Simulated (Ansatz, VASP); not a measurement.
# One calculation of Na, two programs

INCAR

```
PREC     = Accurate       # precision mode
ENCUT    = 520            # plane-wave cutoff, eV
EDIFF    = 1E-6           # SCF threshold, eV
ISMEAR   = -1             # smearing method
SIGMA    = 0.05           # smearing width, eV
LREAL    = False          # projectors in reciprocal space
LASPH    = True           # aspherical terms in the spheres
NELM     = 100            # most SCF steps
ALGO     = Normal         # electronic algorithm
ISIF     = 2              # what is computed and relaxed
LWAVE    = False          # write WAVECAR
LCHARG   = True           # write CHGCAR
GGA      = PE             # functional
LELF     = True           # ELF
LVHAR    = True         
NBANDS   = 14             # bands
```

File KPOINTS:

```
regular mesh
0
Gamma
  13 13 7
```

The input POSCAR:

```
Na
1.0
    3.7670009976      0.0000000000      0.0000000000
   -1.8835004988      3.2623185600      0.0000000000
    0.0000000000      0.0000000000      6.1540000000
Na
2
Direct
    0.3333333333      0.6666666667      0.2500000000
    0.6666666667      0.3333333333      0.7500000000
```

Input for Ansatz:

```yaml
crystal:
  lattice:
    - [3.7670009976, 0.0, 0.0]
    - [-1.8835004988, 3.26231856, 0.0]
    - [0.0, 0.0, 6.154]
  atoms:
    - { symbol: Na, position: [0.3333333333, 0.6666666667, 0.25] }
    - { symbol: Na, position: [0.6666666667, 0.3333333333, 0.75] }
kpoints:
  mp_grid: { grid: [13, 13, 7] }
  band_path:
    path:
      - [0.0, 0.0, 0.0]
      - [0.5, 0.0, 0.0]
      - [0.3333333333, 0.3333333333, 0.0]
      - [0.0, 0.0, 0.0]
      - [0.0, 0.0, 0.5]
      - [0.5, 0.0, 0.5]
      - [0.3333333333, 0.3333333333, 0.5]
      - [0.0, 0.0, 0.5]
      - [0.5, 0.0, 0.5]
    npoints: 8
scf:
  occupations: { method: fermi_dirac, width: 0.05 }
hamiltonian:
  xc: pbe
  pseudopotentials: { kind: all_electron, lapw: { basis_error: 0.00025 } }
output:
  forces: true
  stress: true
  eigenvalues: true
  fatbands: true
  populations: true
  dos: { projected: true, de: 0.2, e_range: [-14, 8] }
```

This isn't the form of Na at room conditions, which is bcc.

Alike in both runs: task single point; functional PBE; k mesh 13 × 13 × 7; occupations fermi-dirac, width 0.05 eV; no spin polarisation.

|  | VASP | Ansatz |
| --- | --- | --- |
| version | VASP 6.6.1 | Ansatz 0.2.0 |
| potentials or method | VASP PAW PBE potentials, release 64 (Na_pv) | all-electron LAPW, scalar-relativistic |
| plane-wave cutoff (eV) | 520 | see its input |

|  | VASP | Ansatz | Ansatz less VASP |
| --- | --- | --- | --- |
| pressure (GPa) | -0.1 | -0.1 | 0.00 |
| largest component of the traceless stress (GPa) | 0.08 | 0.08 | 0.000 |

Ansatz ran all-electron here, so the differences hold the error of VASP's frozen core and of both bases.
